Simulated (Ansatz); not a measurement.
**BeSe: the cell at several levels of theory**

One table from this session's results is given with a row withheld; the runs are named, their logs left out.

Code: Ansatz 0.2.0. PAW datasets, plane waves, zero pressure. Computed at 0 K without zero-point motion; spin polarisation is off.

## The structure to begin with

The symmetry is F-43m (No. 216, cubic); a = 5.070 Å in the conventional setting, 16.29 Å³ an atom. Be has 4 Se at 2.20 Å; Se has 4 Be at 2.20 Å.

Coordinates:

```cif
data_structure
_symmetry_space_group_name_H-M 'F-43m'
_symmetry_Int_Tables_number 216
_cell_length_a 5.0700
_cell_length_b 5.0700
_cell_length_c 5.0700
_cell_angle_alpha 90.000
_cell_angle_beta 90.000
_cell_angle_gamma 90.000
_cell_volume 130.32
loop_
_atom_site_label
_atom_site_type_symbol
_atom_site_symmetry_multiplicity
_atom_site_Wyckoff_symbol
_atom_site_fract_x
_atom_site_fract_y
_atom_site_fract_z
_atom_site_occupancy
Be1 Be 4 a 0.00000 0.00000 0.00000 1
Se1 Se 4 d 0.25000 0.25000 0.75000 1
```

The first run:

input.yaml

```yaml
crystal:
  lattice:
    - [0.0, 2.535, 2.535]
    - [2.535, 0.0, 2.535]
    - [2.535, 2.535, 0.0]
  atoms:
    - { symbol: Be, position: [0.0, 0.0, 0.0] }
    - { symbol: Se, position: [0.25, 0.25, 0.25] }
kpoints:
  mp_grid: { grid: [8, 8, 8] }
hamiltonian:
  xc: pbe
scf:
  occupations: { method: fermi_dirac, width: 0.02 }
relax:
  f_tol: 0.005
  cell: {}
output:
  write_density: true
  write_potential: true
  elf: true
  volumetric_format: npy
```

The run is started by

```
> ansatz run input.yaml --threads 2 --pin off --max-ram 2211MiB --backend cpu --events-out ev --progress --plain --runs-dir out
```

Steps of the session up to this table: Relaxation with PBE; Relaxing with r2SCAN; PBEsol: cell and atoms; Relaxation with LDA; HSE06: cell and atoms.

One of the session's tables, all rows but one given; the rest of the session is left out.

| level | a (Å) | volume (Å³/atom) |
| --- | --- | --- |
| PBE | 5.178 | 17.351 |
| r2SCAN | 5.162 | 17.194 |
| PBEsol | 5.129 | 16.862 |
| LDA | 5.082 | 16.403 |
| HSE06 | ? | ? |

**Question.** Estimate the row for HSE06.

**Answer.** a (Å): 5.147; volume (Å³/atom): 17.048. In the column «a (Å)» it lies between PBEsol (5.129) and r2SCAN (5.162).

The first relaxation changed the volume by +6.5 % from the start. LDA gives the smallest cell and PBE the largest; they differ by 5.8 % in volume, a mean of 1.9 % in length. The meshes differ: PBE 8×8×8, r2SCAN 8×8×8, PBEsol 8×8×8, LDA 8×8×8, HSE06 6×6×6.
